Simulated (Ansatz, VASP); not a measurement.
## KF (Carobbiite): VASP beside Ansatz

One calculation is typed for both programs; each brings its own data sets and cutoff. How far apart do they land? The cell is taken from a series of VASP runs on this material, whose earlier steps may have relaxed, scaled or displaced it; both programs get it as it stands.

Program: Ansatz 0.2.0. Level of theory: plane waves, with VASP 6.6.1 beside it; band structure at PBE, band structure at LDA and single point at LDA. Results are calculated unless marked as measured.

### 1. Set-up

Symmetry: Fm-3m, No. 225, cubic system. Conventional cell: a = 5.347 Å, b = 5.347 Å, c = 5.347 Å, α = 90.00°, β = 90.00°, γ = 90.00°. Nearest to K lie 6 F at 2.67 Å. F has 6 K at 2.67 Å nearest. Farther neighbours and most contacts between anions are not listed.

### 2. VASP: band structure, PBE

Levels along a path test the potential and the projectors away from the mesh points.

Lines of VASP's logs that name or quote its potential files are left out, and so is its time.

File INCAR:

```
SYSTEM = KF
PREC = Accurate
ENCUT = 460
EDIFF = 1E-06
NELM = 100
ISMEAR = 0
SIGMA = 0.03
LREAL = .FALSE.
ALGO = Normal
GGA = PE
NBANDS = 20
LORBIT = 11
LWAVE = .FALSE.
LCHARG = .FALSE.
KPAR = 4
LASPH = .TRUE.
```

File POSCAR:

```
KF
1.0
    0.0000000000      2.6735000000      2.6735000000
    2.6735000000      0.0000000000      2.6735000000
    2.6735000000      2.6735000000      0.0000000000
K F
1 1
Direct
    0.0000000000      0.0000000000      0.0000000000
    0.5000000000      0.5000000000      0.5000000000
```

File KPOINTS:

```
Automatic mesh
0
Gamma
8 8 8
0 0 0
```

File KPOINTS_OPT:

```
Line mode
10
Line-mode
Reciprocal
  0.00000000   0.00000000   0.00000000 GAMMA
  0.50000000   0.00000000   0.50000000 X

  0.50000000   0.00000000   0.50000000 X
  0.50000000   0.25000000   0.75000000 W

  0.50000000   0.25000000   0.75000000 W
  0.37500000   0.37500000   0.75000000 K

  0.37500000   0.37500000   0.75000000 K
  0.00000000   0.00000000   0.00000000 GAMMA

  0.00000000   0.00000000   0.00000000 GAMMA
  0.50000000   0.50000000   0.50000000 L

  0.50000000   0.50000000   0.50000000 L
  0.62500000   0.25000000   0.62500000 U

  0.62500000   0.25000000   0.62500000 U
  0.50000000   0.25000000   0.75000000 W

  0.50000000   0.25000000   0.75000000 W
  0.50000000   0.50000000   0.50000000 L

  0.50000000   0.50000000   0.50000000 L
  0.37500000   0.37500000   0.75000000 K

  0.62500000   0.25000000   0.62500000 U
  0.50000000   0.00000000   0.50000000 X
```

PAW data sets: K_sv and F (PBE family, release 64).

The run is started by

```console
$ mpirun -np 4 vasp_std
```

Numbers of over 12 decimals in the logs are rounded to 6 here.

Output:

```text
[banner, memory and clock lines left out]
running    4 mpi-ranks, on    1 nodes
 distrk:  each k-point on    1 cores,    4 groups
 distr:  one band on    1 cores,    1 groups

 POSCAR found type information on POSCAR K F
 POSCAR found :  2 types and       2 ions
 LDA part: xc-table for (Slater+PW92), standard interpolation
 POSCAR, INCAR and KPOINTS ok, starting setup
 FFT: planning ... GRIDC
 FFT: planning ... GRID_SOFT
 FFT: planning ... GRID
 WAVECAR not read
 entering main loop
       N       E                     dE             d eps       ncg     rms          rms(c)
DAV:   1     0.990066264708E+02    0.99007E+02   -0.72965E+03  1168   0.708E+02
DAV:   2    -0.612703408908E+01   -0.10513E+03   -0.97720E+02  1364   0.220E+02
DAV:   3    -0.945469987017E+01   -0.33277E+01   -0.33066E+01  1528   0.337E+01
DAV:   4    -0.955129623508E+01   -0.96596E-01   -0.96558E-01  1584   0.534E+00
DAV:   5    -0.955281370868E+01   -0.15175E-02   -0.15175E-02  1540   0.527E-01    0.628E+00
DAV:   6    -0.832490870654E+01    0.12279E+01   -0.22287E+00  1280   0.109E+01    0.431E+00
DAV:   7    -0.829714701035E+01    0.27762E-01   -0.72206E-02  1320   0.176E+00    0.215E+00
DAV:   8    -0.829131675974E+01    0.58303E-02   -0.40511E-02  1300   0.153E+00    0.259E-01
DAV:   9    -0.829378644656E+01   -0.24697E-02   -0.31665E-03  1460   0.400E-01    0.123E-01
DAV:  10    -0.829459189747E+01   -0.80545E-03   -0.70645E-04  1256   0.173E-01    0.665E-02
DAV:  11    -0.829465611201E+01   -0.64215E-04   -0.59626E-05  1280   0.639E-02    0.257E-02
DAV:  12    -0.829465781002E+01   -0.16980E-05   -0.57841E-06  1324   0.240E-02    0.325E-03
DAV:  13    -0.829465834316E+01   -0.53315E-06   -0.15210E-06  1292   0.919E-03
   1 F= -.82946583E+01 E0= -.82946583E+01  d E =-.789956E-13
 Start KPOINTS_OPT (optional k-point list driver)
k-point batch [1-29\100]
       N       E                     dE             ncg
DAV:   1    -0.239029986415E+04   -0.17033E+05     1160
DAV:   2    -0.550492290129E+04   -0.31146E+04     1396
DAV:   3    -0.560382703056E+04   -0.98904E+02     1560
DAV:   4    -0.560627660236E+04   -0.24496E+01     1576
DAV:   5    -0.560630848886E+04   -0.31887E-01     1508
DAV:   6    -0.560630983664E+04   -0.13478E-02     1548
DAV:   7    -0.560630990492E+04   -0.68275E-04     1312
DAV:   8    -0.560630990765E+04   -0.27264E-05      988
DAV:   9    -0.560630990776E+04   -0.11515E-06      944
[...]
k-point batch [88-100\100]
       N       E                     dE             ncg
DAV:   1     0.751093409526E+04   -0.84650E+04      520
DAV:   2     0.618070833727E+04   -0.13302E+04      640
DAV:   3     0.613297511827E+04   -0.47733E+02      724
DAV:   4     0.613197093027E+04   -0.10042E+01      644
DAV:   5     0.613194996732E+04   -0.20963E-01      696
DAV:   6     0.613194885478E+04   -0.11125E-02      648
DAV:   7     0.613194879147E+04   -0.63302E-04      624
DAV:   8     0.613194878781E+04   -0.36676E-05      424
DAV:   9     0.613194878762E+04   -0.18552E-06      384
```

Parts of OUTCAR (step 2):

```text
ion  position               nearest neighbor table
   1  0.000  0.000  0.000-   2 2.67   2 2.67   2 2.67   2 2.67   2 2.67   2 2.67
   2  0.500  0.500  0.500-   1 2.67   1 2.67   1 2.67   1 2.67   1 2.67   1 2.67

  LATTYP: Found a face centered cubic cell.
 ALAT       =     5.3470000000

 Subroutine GETGRP returns: Found 48 space group operations
 (whereof 48 operations were pure point group operations)

The static configuration has the point symmetry O_h .

 Found     29 irreducible k-points:

   k-points           NKPTS =     29   k-points in BZ     NKDIM =     29   number of bands    NBANDS=     20

   dimension x,y,z NGX =    28 NGY =   28 NGZ =   28
   dimension x,y,z NGXF=    56 NGYF=   56 NGZF=   56

   ENCUT  =  460.0 eV  33.81 Ry    5.81 a.u.   6.61  6.61  6.61*2*pi/ulx,y,z

   NELECT =      16.0000    total number of electrons

 k-points in reciprocal lattice and weights: Automatic mesh
   0.00000000  0.00000000  0.00000000       0.002
   0.12500000  0.00000000  0.00000000       0.016
   0.25000000  0.00000000  0.00000000       0.016
   0.37500000  0.00000000  0.00000000       0.016
   0.50000000  0.00000000  0.00000000       0.008
   0.12500000  0.12500000  0.00000000       0.012
   0.25000000  0.12500000  0.00000000       0.047
   0.37500000  0.12500000  0.00000000       0.047
   0.50000000  0.12500000  0.00000000       0.047
[...]
-0.37500000  0.50000000  0.12500000       0.023
  -0.25000000  0.50000000  0.25000000       0.012

 average (electrostatic) potential at core
       1 -36.1028       2 -77.9728

 E-fermi :  -2.6759

 k-point     1 :       0.0000    0.0000    0.0000
  band No.  band energies     occupation
    ...
      4     -12.2042      2.00000
      5     -12.2042      2.00000
      6      -2.8133      2.00000
      7      -2.8133      2.00000
      8      -2.8133      2.00000
      9       3.3460      0.00000
     10       7.8645      0.00000
     11       7.8645      0.00000
     12       7.8645      0.00000
     13       9.5343      0.00000
    ...

 k-point     2 :       0.1250    0.0000    0.0000
  band No.  band energies     occupation
    ...
      4     -12.2097      2.00000
      5     -12.2097      2.00000
      6      -2.9526      2.00000
      7      -2.8658      2.00000
      8      -2.8658      2.00000
      9       3.7782      0.00000
     10       7.6172      0.00000
     11       8.0737      0.00000
     12       8.0737      0.00000
     13       9.6775      0.00000
    ...

 k-point     3 :       0.2500    0.0000    0.0000
  band No.  band energies     occupation
    ...
      4     -12.2227      2.00000
      5     -12.2227      2.00000
      6      -3.2486      2.00000
      7      -2.9892      2.00000
      8      -2.9892      2.00000
      9       4.8574      0.00000
     10       7.2754      0.00000
     11       8.5912      0.00000
     12       8.5912      0.00000
     13      10.1237      0.00000
    ...

  Total        0.1240929      0.1240929      0.1240929     -0.0000000     -0.0000000      0.0000000
  in kB        5.2021975      5.2021975      5.2021975     -0.0000000     -0.0000000      0.0000000
  external PRESSURE =       5.2021975 kB  Pullay stress =       0.0000000 kB

  energy-cutoff  :      460.00
  volume of cell :       38.22
      direct lattice vectors                 reciprocal lattice vectors
     0.000000000  2.673500000  2.673500000    -0.187020759  0.187020759  0.187020759
     2.673500000  0.000000000  2.673500000     0.187020759 -0.187020759  0.187020759
     2.673500000  2.673500000  0.000000000     0.187020759  0.187020759 -0.187020759

 POSITION                                       TOTAL-FORCE (eV/Angst)
 -----------------------------------------------------------------------------------
      0.00000      0.00000      0.00000         0.000000      0.000000     -0.000000
      2.67350      2.67350      2.67350         0.000000      0.000000      0.000000
 -----------------------------------------------------------------------------------
    total drift:                                0.000000      0.000000      0.000000

  FREE ENERGIE OF THE ION-ELECTRON SYSTEM (eV)
  ---------------------------------------------------
  free  energy   TOTEN  =        -8.2946583432 eV

  energy  without entropy=       -8.2946583432  energy(sigma->0) =       -8.29465834

 total charge
# of ion       s       p       d       tot
------------------------------------------
    1        1.958   5.591   0.033   7.582
    2        1.741   4.356   0.000   6.097
--------------------------------------------------
tot          3.699   9.947   0.033  13.679

[... 3 further parts left out ...]
```

The run ends at a pressure of 0.52 GPa.

### 3. Ansatz: band structure, PBE

Ansatz runs on its default PAW (the set named soft_2) files.

The same cell, functional, mesh and smearing now go to Ansatz, which takes its cutoff from its data sets.

File input.yaml:

```yaml
crystal:
  lattice:
    - [0.0, 2.6735, 2.6735]
    - [2.6735, 0.0, 2.6735]
    - [2.6735, 2.6735, 0.0]
  atoms:
    - { symbol: K, position: [0.0, 0.0, 0.0] }
    - { symbol: F, position: [0.5, 0.5, 0.5] }
hamiltonian:
  xc: pbe
  pseudopotentials: { kind: paw }
kpoints:
  mp_grid: { grid: [8, 8, 8] }
  band_path:
    path:
      - [0.0, 0.0, 0.0]
      - [0.16667, 0.0, 0.16667]
      - [0.33333, 0.0, 0.33333]
      - [0.5, 0.0, 0.5]
      - [0.5, 0.08333, 0.58333]
      - [0.5, 0.19444, 0.69444]
      - [0.5, 0.25, 0.75]
      - [0.45833, 0.29167, 0.75]
      - [0.40278, 0.34722, 0.75]
      - [0.375, 0.375, 0.75]
      - [0.20833, 0.20833, 0.41667]
      - [0.08333, 0.08333, 0.16667]
      - [0.0, 0.0, 0.0]
      - [0.22222, 0.22222, 0.22222]
      - [0.38889, 0.38889, 0.38889]
      - [0.51389, 0.47222, 0.51389]
      - [0.55556, 0.38889, 0.55556]
      - [0.61111, 0.27778, 0.61111]
      - [0.61111, 0.25, 0.63889]
      - [0.56944, 0.25, 0.68056]
      - [0.51389, 0.25, 0.73611]
      - [0.5, 0.27778, 0.72222]
      - [0.5, 0.38889, 0.61111]
      - [0.5, 0.47222, 0.52778]
      - [0.48611, 0.48611, 0.52778]
      - [0.43056, 0.43056, 0.63889]
      - [0.38889, 0.38889, 0.72222]
      - [0.59722, 0.19444, 0.59722]
      - [0.55556, 0.11111, 0.55556]
      - [0.5, 0.0, 0.5]
    npoints: 1
scf:
  occupations: { method: gaussian, width: 0.03 }
  n_extra_bands: 7
output:
  forces: true
  stress: true
  eigenvalues: true
```

The run is started by

```console
$ ansatz run input.yaml --threads 2 --pin off --max-ram 4608MiB --backend cpu --events-out ev --progress --plain --runs-dir out
```

Output:

```text
scf.n_extra_bands = 7 over 8 filled bands (N_el = 16.0): the run solves 15 bands
Engine: ansatz 0.2.0, x86_64-unknown-linux-gnu
Pseudopotentials: kind: paw
Pseudopotential: K, paw, valence charge 9, recommended cutoff 420 eV (normal), K.paw.azcp
Pseudopotential: F, paw, valence charge 7, recommended cutoff 420 eV (normal), F.paw.azcp
Functional definition: PBE
  parameter kappa = 0.804
  parameter beta = 0.066725
  exchange = pbe_x(kappa = kappa, mu = beta*pi^2/3)
  correlation = pbe_c(beta = beta)
Crystal: 2 atoms, lattice volume = 38.218 Å³
Basis set: ecut = 420 eV, 725 PW (Γ), exchange–correlation on 54×54×54 points (8 copies of the dense FFT grid, shifted against one another)
Bands: 15, of which v1, the nominal top of the filled ones, is band 8 counted from 1 (7 counted from 0)
Symmetry: 48 space group operations
Space group: Fm-3m (ITA 225), of the structure as read, at distance tolerance 3.4e-5 Å
k-points: 29 of 512
Non-local potential: K, projectors of the file, l = 0: 3, l = 1: 2, l = 2: 2
Non-local potential: F, projectors of the file, l = 0: 2, l = 1: 2, l = 2: 1
PAW form: soft (Blöchl's): semilocal exchange-correlation on the pseudo side does not see the compensation charge
PAW one-centre angular grid: K, 110 points (default); XC on 64 Gauss nodes
PAW one-centre angular grid: F, 110 points (default); XC on 64 Gauss nodes
Initial density: superposition of atomic densities (neutral atoms: chi_scale 0, normalization atom), corrected by the library's trained network
Initial wavefunctions: pseudopotential atomic-orbital guess
Functional: x = pbe(κ = 0.804, μ = 0.219515), c = pbe(β = 0.066725)
SCF iter   1: F=—  HF=-2348.796610 eV  |F-HF|=—  |Δ(HF+E_count)|=         —  Δρ=9.71e-4  dr2=2.19e-4  ethr=1.77e-3  ⟨swp⟩=6.1  Hψ=2702  notcnv=0  defer=4
preconditioner: auto → none  [insulator: Δε(μ)=6.169 eV  Ē_g=19.289 eV  σ=0.030 eV  W_gap=1.00  n_scr=14 (ndim 8)  ℏωp=22.5 eV  f_vac=0.124  D(μ)=0.00/eV (n_scr^D=0)  ε∞_Penn≈2.4]
SCF iter   2: F=—  HF=-2348.796874 eV  |F-HF|=—  |Δ(HF+E_count)|=   2.64e-4  Δρ=1.66e-3  dr2=7.87e-4  ethr=1.37e-6  ⟨swp⟩=2.0  Hψ=958  notcnv=0  defer=31
SCF iter   3: F=—  HF=-2348.796712 eV  |F-HF|=—  |Δ(HF+E_count)|=   1.62e-4  Δρ=6.75e-4  dr2=1.47e-4  ethr=1.37e-6  ⟨swp⟩=2.0  Hψ=526  notcnv=0  defer=31
SCF iter   4: F=—  HF=-2348.796666 eV  |F-HF|=—  |Δ(HF+E_count)|=   4.58e-5  Δρ=1.89e-4  dr2=9.37e-6  ethr=9.21e-7  ⟨swp⟩=2.1  Hψ=478  notcnv=0  defer=31
SCF iter   5: F=—  HF=-2348.796744 eV  |F-HF|=—  |Δ(HF+E_count)|=   7.85e-5  Δρ=8.07e-4  dr2=1.95e-4  ethr=5.85e-8  ⟨swp⟩=2.3  Hψ=670  notcnv=0  defer=31
SCF iter   6: F=—  HF=-2348.796708 eV  |F-HF|=—  |Δ(HF+E_count)|=   3.63e-5  Δρ=4.05e-4  dr2=5.08e-5  ethr=5.85e-8  ⟨swp⟩=2.0  Hψ=598  notcnv=0  defer=31
SCF iter   7: F=—  HF=-2348.796695 eV  |F-HF|=—  |Δ(HF+E_count)|=   1.30e-5  Δρ=1.09e-4  dr2=3.69e-6  ethr=5.85e-8  ⟨swp⟩=2.0  Hψ=598  notcnv=0  defer=31
SCF iter   8: F=—  HF=-2348.796694 eV  |F-HF|=—  |Δ(HF+E_count)|=   9.24e-7  Δρ=3.30e-5  dr2=3.33e-7  ethr=2.31e-8  ⟨swp⟩=2.0  Hψ=477  notcnv=0  defer=31
SCF iter   9: F=-2348.796694 eV  HF=-2348.796694 eV  |F-HF|=2.61e-8  |Δ(HF+E_count)|=   8.22e-8  Δρ=9.74e-6  dr2=2.95e-8  ethr=6.25e-10  ⟨swp⟩=6.5  Hψ=2007  notcnv=0
SCF 1 converged in 9 iterations: F = -2348.796694 eV  dr2 = 2.95e-8
  greatest PAW one-centre occupation: 0.988 electrons in one spin orbital (limit 2), on the K atom at site 0 (counted from 0), in its partial waves of l = 0
NSCF: frozen V_eff on 30 k-points
SCF converged after 9 iterations
Free energy (F): -2348.796694 eV
Harris-Foulkes:  -2348.796694 eV  (|F-HF|=2.61e-8)
Internal energy: -2348.796694 eV  (E = F + TS)
E sigma→0 (E₀):  -2348.796694 eV
Fermi energy:    4.534547 eV
--- Per-component energies (eV) ---
  E_band       = -125.406674
  E_kinetic    = 462.312858
  E_local      = -1112.025962  (includes V_loc(G=0)·N_el)
  E_nonlocal   = 85.952499
  E_hartree    = 401.072940
  E_xc         = -216.464030
  E_vxc        = -269.082015  (∫ρ·V_xc dr)
  E_paw        = -982.194926  (= ΣΔE_a)
  E_vpaw       = -94.707457  (= ΣTr[D̂ρ^β])
  E_aug_tail   = 0.002065  (compensation charges beyond the density's cutoff)
  E_ewald      = -987.452138
  E_smearing   = -0.000000  (= −TS)
  E_closure    = 0.000000  (closes the sum)
  Σ components = -2348.796694   (vs F -2348.796694, Δ=0.00e0)
--- Forces (eV/Å), atoms counted from 1 ---
  atom   1  K     -0.00000000    -0.00000000    -0.00000000
  atom   2  F      0.00000000    -0.00000000     0.00000000
  max |Σ_I F_I| component: 1.39e-29 eV/Å
--- Stress (GPa, compression-positive) ---
        1.315802       0.000000       0.000000
       -0.000000       1.315802       0.000000
       -0.000000       0.000000       1.315802
  P = ⅓ Tr σ = 1.3158 GPa (13.158 kbar)
--- Band table (eV; the first three rows and the last of 29) ---
  k-point 0: bands = [... 4 lower, -7.9317, 1.4485, 1.4485, 1.4485, 7.6204, 12.1187, 12.1187, 12.1187, ... 3 higher]
  k-point 1: bands = [... 4 lower, -7.9372, 1.3091, 1.3958, 1.3958, 8.0519, 11.8740, 12.3240, 12.3240, ... 3 higher]
  k-point 2: bands = [... 4 lower, -7.9502, 1.0140, 1.2716, 1.2716, 9.1284, 11.5352, 12.8300, 12.8300, ... 3 higher]
  k-point 28: bands = [... 4 lower, -8.0189, 1.0461, 1.2851, 1.2851, 11.1794, 11.1794, 12.6287, 14.7744, ... 3 higher]
```

Run time: 0.99 s. Hardware: 2 threads of Intel Xeon at 2.60GHz (Ice Lake), shared host; peak memory 0.34 GiB.

### 4. Comparison

Known differences besides the potentials themselves: the cutoff is 420 eV in Ansatz and 460 eV in VASP. Total energies have different zeros and are not compared.

Compared:

```tsv
quantity	Ansatz	VASP	difference
pressure (GPa)	1.32	0.52	+0.80
pressure without Ansatz's Pulay correction (GPa)	1.01	0.52	+0.49
gap over the path points (eV)	6.172	6.160	+0.012
```

Levels at points of the path, from each program's valence-band top (eV; 3 filled, then empty):

```tsv
k (reciprocal lattice)	Ansatz	VASP
0.000 0.000 0.000	0.00 0.00 0.00 6.17 10.67 10.67	0.00 0.00 0.00 6.16 10.68 10.68
0.167 0.000 0.167	-0.36 -0.03 -0.03 7.09 9.81 11.35	-0.36 -0.03 -0.03 7.08 9.81 11.38
0.333 0.000 0.333	-0.43 -0.06 -0.06 8.66 8.95 12.30	-0.43 -0.06 -0.06 8.65 8.95 12.34
0.500 0.000 0.500	-0.21 -0.06 -0.06 8.21 10.30 11.79	-0.21 -0.06 -0.06 8.20 10.30 11.80
0.500 0.083 0.583	-0.21 -0.14 -0.07 8.41 10.50 11.41	-0.21 -0.14 -0.08 8.40 10.50 11.42
0.500 0.194 0.694	-0.36 -0.18 -0.14 9.19 10.32 11.06	-0.36 -0.19 -0.14 9.19 10.32 11.07
0.500 0.250 0.750	-0.40 -0.16 -0.16 9.73 9.73 11.18	-0.40 -0.17 -0.17 9.73 9.73 11.19
0.458 0.292 0.750	-0.39 -0.18 -0.16 9.33 10.17 11.14	-0.39 -0.18 -0.16 9.33 10.17 11.16
0.403 0.347 0.750	-0.35 -0.19 -0.19 9.00 10.64 11.07	-0.35 -0.19 -0.19 8.99 10.65 11.08
0.375 0.375 0.750	-0.34 -0.20 -0.19 8.96 10.72 11.06	-0.34 -0.20 -0.19 8.95 10.72 11.06
```

Among the levels compared at these points, filled levels agree within 2 meV and empty ones within 40 meV. Ansatz's pressure holds a Pulay correction of 0.30 GPa; VASP's holds none.

### 5. Ansatz: band structure, LDA

The same path points are solved in both programs, so levels can be compared one by one. The cell compared in this pair holds 34.59 Å³, against 38.22 Å³ for the pair before.

The cell is taken from a series of VASP runs on this material, whose earlier steps may have relaxed, scaled or displaced it; both programs get it as it stands.

input.yaml, as its differences from that of step 3:

```diff
@@ -2,5 +2,5 @@
   lattice:
-    - [0.0, 2.6735, 2.6735]
-    - [2.6735, 0.0, 2.6735]
-    - [2.6735, 2.6735, 0.0]
+    - [0.0, 2.5859887331, 2.5859887331]
+    - [2.5859887331, 0.0, 2.5859887331]
+    - [2.5859887331, 2.5859887331, 0.0]
   atoms:
@@ -9,3 +9,3 @@
 hamiltonian:
-  xc: pbe
+  xc: lda
   pseudopotentials: { kind: paw }
```

Output:

```text
[...]
Crystal: 2 atoms, lattice volume = 34.587 Å³
Basis set: ecut = 420 eV, 645 PW (Γ)
Bands: 15, of which v1, the nominal top of the filled ones, is band 8 counted from 1 (7 counted from 0)
Symmetry: 48 space group operations
[...]
k-points: 29 of 512
[...]
k-point 0: bands = [... 4 lower, -7.0373, 1.7323, 1.7323, 1.7323, 8.0671, 12.5148, 12.5148, 12.5148, ... 3 higher]
  k-point 1: bands = [... 4 lower, -7.0439, 1.5587, 1.6614, 1.6614, 8.5465, 12.2271, 12.7508, 12.7508, ... 3 higher]
  k-point 2: bands = [... 4 lower, -7.0594, 1.1972, 1.4958, 1.4958, 9.7034, 11.8749, 13.3443, 13.3443, ... 3 higher]
  k-point 28: bands = [... 4 lower, -7.1409, 1.2220, 1.6105, 1.6105, 11.5092, 11.5092, 13.3627, 15.6752, ... 3 higher]
[key lines of the parts left out:]
SCF converged after 6 iterations
Free energy (F): -2292.778764 eV
Fermi energy:    4.899808 eV
P = ⅓ Tr σ = -0.2455 GPa (-2.455 kbar)
```

Run time: 1.8 s. Hardware: 2 threads; peak memory 0.3 GiB.

[end of part 1 of 2]

[Lines on the potential files, build, host, timing and source positions are cut from VASP's logs without a mark.]

[Logs are printed without paths, hosts, clocks, repeated set-up lines and the standing remarks that a program may print on its own settings, such as how far it seeks lower states.]

[Hosts, paths, dates, database ids (printed as entryN), source tags and the programs' standing remarks are cut or masked in the printed files.]
